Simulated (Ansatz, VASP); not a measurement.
**Two plane-wave programs on Ti**

INCAR

```
  PREC = Accurate
  ENCUT = 520
  EDIFF = 1E-6
  ISMEAR = 0
  SIGMA = 0.026000000000000002
  LREAL = False
  LASPH = True
  NELM = 60
  ALGO = Fast
  ISIF = 2
  LWAVE = False
  LCHARG = False
  GGA = PE
  NBANDS = 12
```

The input KPOINTS:

```
regular mesh
0
Gamma
  11 11 11
```

File POSCAR:

```
Ti
1.0
   -1.6410000000      1.6410000000      1.6410000000
    1.6410000000     -1.6410000000      1.6410000000
    1.6410000000      1.6410000000     -1.6410000000
Ti
1
Direct
    0.0000000000      0.0000000000      0.0000000000
```

The input input.yaml:

```yaml
crystal:
  lattice:
    - [-1.641, 1.641, 1.641]
    - [1.641, -1.641, 1.641]
    - [1.641, 1.641, -1.641]
  atoms:
    - { symbol: Ti, position: [0.0, 0.0, 0.0] }
hamiltonian:
  xc: pbe
  pseudopotentials: { kind: paw }
kpoints:
  mp_grid: { grid: [11, 11, 11] }
scf:
  occupations: { method: gaussian, width: 0.026 }
output:
  forces: true
  stress: true
  eigenvalues: true
  write_density: true
  write_potential: true
  elf: true
  volumetric_format: npy
```

This isn't the form of Ti at room conditions, which is hcp.

Alike in both runs: task single point; functional PBE; k mesh 11 × 11 × 11; occupations gaussian, width 0.026 eV; no spin polarisation.

```csv
,VASP,Ansatz
version,VASP 6.6.1,Ansatz 0.2.0
potentials or method,"VASP PAW PBE potentials, release 64 (Ti_sv)",Ansatz PAW
plane-wave cutoff (eV),520,420
valence electrons in the cell,12,12
```

|  | VASP | Ansatz | Ansatz less VASP |
| --- | --- | --- | --- |
| gap on the k mesh at the Fermi level (eV) | none | none | - |
| pressure (GPa) | -3.2 | -2.9 | +0.38 |

A gap of «none» marks a metal or a gap that the smearing closes. With one functional, cell and mesh, what is left measures potentials, basis and numerics.
